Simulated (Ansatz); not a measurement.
Pb, one cell by several methods

```
Pb
1.0
     3.48000    0.00000    0.00000
    -1.74000    3.01377    0.00000
     0.00000    0.00000    5.59000
Pb
2
Cartesian
  0.0000 2.0092 1.3975
  1.7400 1.0046 4.1925
```

Atoms are numbered in the order listed.

Conventional cell: a = 3.480 Å, b = 3.480 Å, c = 5.590 Å, α = 90.00°, β = 90.00°, γ = 120.00°. Around Pb (atom 1) lie 12 Pb at 3.44 to 3.48 Å.

The cell is COD entry 1537623, as deposited and not checked against the literature; nothing was relaxed.

No spin–orbit coupling, which matters for the heavy atoms here.

All numbers are computed: DFT, PBE, PAW with Ansatz's default frozen-core files, scalar-relativistic (Ansatz 0.2.0); DFT, PBE, all-electron PAW with datasets made for the crystal, scalar-relativistic (Ansatz 0.2.0); DFT, PBE, all-electron LAPW, scalar-relativistic (Ansatz 0.2.0).

For PAW: a Γ-centred 14×14×8 k mesh, Fermi–Dirac smearing of 0.08 eV, cutoff 420 eV, no spin polarisation. The crystal-made all-electron datasets (AE datasets) take a cutoff of 260 eV at this cell. LAPW targets a basis error of 0.5 meV/atom. The Ansatz runs share mesh, smearing and spin set-up. Plane-wave (PAW) pressures include the program's estimate of the Pulay term.

Stress and pressure are positive in compression.

No spin–orbit coupling: at heavy atoms the gradients can be off by tens of per cent for that reason.

In a metal, gradients converge slowly with the k mesh: the values move by tens of per cent from one mesh to another, at times in sign, so only the comparison on one mesh counts.

Levels count from the Fermi level.

| quantity | PAW | AE datasets | LAPW |
| --- | --- | --- | --- |
| pressure (GPa) | 4.06 | 4.07 | 4.07 |
| stress xx (GPa) | 3.43 | 3.43 | 3.43 |
| stress zz (GPa) | 5.34 | 5.35 | 5.35 |
| highest filled level at L (eV) | -3.807 | -3.807 | -3.807 |
| lowest empty level at L (eV) | 3.451 | 3.451 | 3.451 |
| highest filled level at M (eV) | -0.517 | -0.517 | -0.517 |
| lowest empty level at M (eV) | 1.797 | 1.796 | 1.796 |
| field gradient Vzz at Pb1 (10²¹ V/m²) | -5.27 | -5.31 | – |

PAW's pressure differs from the LAPW value by about 0.01 GPa or less. Datasets made for the crystal and LAPW share parts of one code, so their agreement isn't an independent check.
